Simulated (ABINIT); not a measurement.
Planning a run of ABINIT 10.8.3 on NaF (Villiaumite). The input:

```
acell 3*1.0 Angstrom
rprim 
  0.000000000000 2.310000000000 2.310000000000
  2.310000000000 0.000000000000 2.310000000000
  2.310000000000 2.310000000000 0.000000000000
ntypat 2
znucl 11 9
natom 2
typat 1 2
xred 
  0.000000000000 0.000000000000 0.000000000000
  0.500000000000 0.500000000000 0.500000000000
pp_dirpath "pseudos"
pseudos "Na.upf, F.upf"
ecut 38
ngkpt 4 4 4
nshiftk 1
shiftk 0 0 0
kptopt 1
chksymbreak 0
istwfk *1
occopt 1
irdwfk 1
optdriver 4
nband 121
gwcalctyp 28
ecutsigx 38
symsigma 0
nkptgw 8
kptgw 
  0.0000000000 0.0000000000 0.0000000000
  0.2500000000 0.0000000000 0.0000000000
  0.5000000000 0.0000000000 0.0000000000
  0.2500000000 0.2500000000 0.0000000000
  0.5000000000 0.2500000000 0.0000000000
  -0.2500000000 0.2500000000 0.0000000000
  0.5000000000 0.5000000000 0.0000000000
  -0.2500000000 0.5000000000 0.2500000000
bdgw 
  1 15
  1 15
  1 15
  1 15
  1 15
  1 15
  1 15
  1 15
ecuteps 8
irdscr 1
ppmodel 1
irdqps 1
rhoqpmix 0.3
indata_prefix "in"
outdata_prefix "out"
tmpdata_prefix "tmp"
```

The database entry behind the starting cell differs from later determinations by our own check (0.1 to 0.3 % short, probably kX units), so it need not match the best structure at ambient conditions.

```sh
OMP_NUM_THREADS=1 mpirun -n 8 abinit run.abi > log
```

**Question.** How long will it take on 8 MPI ranks of Intel Xeon 6975P-C (Granite Rapids), shared host, and how much memory?

It took 48 s; on shared hardware allow 24 s to 96 s. Peak host memory was 1.7 GiB.

[Paths, hosts, dates, memory and timing lines, banners, echoed tables and standing remarks are left out of the program output.]

[Logs are printed without paths, hosts, clocks, repeated set-up lines and the standing remarks that a program may print on its own settings, such as how far it seeks lower states.]

[Runs of the session that timed out or met a known fault of the program may be left out.]

[Hosts, paths, dates, database ids (printed as entryN), source tags and the programs' standing remarks are cut or masked in the printed files.]

[G0W0 gaps are taken among the corrected bands and points alone; a level outside them can change the order at an edge.]

[Where Ansatz stands beside ABINIT at settings called matched, ABINIT's density can come from a denser mesh and the files from another edition; pairs whose starting gaps differed by over 0.03 eV were left out, so agreement reads better than it is.]
